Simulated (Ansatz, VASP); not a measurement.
NiO: VASP beside Ansatz

```
Ni O
1.0
     0.00000    2.31360    2.31360
     2.31360    0.00000    2.31360
     2.31360    2.31360    0.00000
Ni O
1 1
Direct
  0.00000 0.00000 0.00000
  0.25000 0.25000 0.25000
```

Measurements of this composition are mostly on another form, of space group No. 225.

Alike in both runs: task single point; functional PBE; k mesh 10 × 10 × 10; occupations fermi-dirac, width 0.05 eV; collinear spin.

```csv
,VASP,Ansatz
version,VASP 6.6.1,Ansatz 0.2.0
potentials or method,"VASP PAW PBE potentials, release 64 (Ni, O)",Ansatz PAW
plane-wave cutoff (eV),520,420
valence electrons in the cell,16,24
```

|  | VASP | Ansatz | Ansatz less VASP |
| --- | --- | --- | --- |
| gap on the k mesh at the Fermi level (eV) | none | none | - |
| pressure (GPa) | -11.1 | -11.4 | -0.29 |
| net moment per atom (μB) | 1.00 | 1.00 | +0.002 |
| size of the moment on the site where the two differ most (μB) | 1.55 | 1.52 | -0.032 |

Site moments also hang on the region over which each program counts them. A gap of «none» marks a metal or a gap that the smearing closes. The two sets of potentials don't hold the same shells in valence.

Caveats: a cell with one magnetic atom can't hold antiferromagnetic order, which such compounds often take; semilocal functionals often make such compounds metallic where correlation or magnetic order opens a gap, which also shifts bond lengths; the pressure holds a Pulay correction of +0.6 GPa for the finite cutoff (Ansatz).
